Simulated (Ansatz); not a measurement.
**Ge under changes of volume**

One of the cells (22.833 Å³/atom); the others are scaled copies at fixed shape and fractional positions:

```
CELL_PARAMETERS angstrom
3.99759 0.00000 0.00000
-1.99879 3.46201 0.00000
0.00000 0.00000 6.59938
ATOMIC_POSITIONS crystal
Ge 0.33333 0.66667 0.93710
Ge 0.66667 0.33333 0.43710
Ge 0.33333 0.66667 0.56290
Ge 0.66667 0.33333 0.06290
```

This isn't the form of Ge at room conditions, which is diamond.

* Program: Ansatz 0.2.0
* Functional: PBE
* Potentials or basis: Ansatz PAW
* Cutoff: 420 eV (not typed: the program's choice for these potentials)
* k mesh: 8 × 8 × 4
* Occupations: fermi-dirac, width 0.05 eV
* Spin: no spin polarisation

```csv
volume (Å³/atom),energy over the lowest point (meV/atom),pressure (GPa),largest force (eV/Å)
21.463,54.73,8.1,0.033
21.920,34.53,6.1,0.024
22.377,19.55,4.4,0.017
22.833,9.09,2.9,0.014
23.290,?,?,?
23.747,0.00,0.3,0.000
24.203,0.68,-0.8,0.008
```

**Question.** What does the run at 23.290 Å³/atom give?

**Answer.** Energy over the lowest point 2.68 meV/atom; pressure 1.6 GPa; largest force 0.009 eV/Å.

Worked out: A Birch-Murnaghan fit of order 3 (a polynomial in V^(-2/3)) to the other rows has its minimum at 23.88 Å³/atom with B0 = V·E''(V) = 59 GPa and B' = 4.5 at fixed shape and positions, which overstates the stiffness. It gives 2.70 meV/atom at 23.290 Å³/atom, against the run's 2.68, and -dE/dV = 1.6 GPa, against 1.6.

Energies are extrapolated to zero smearing.
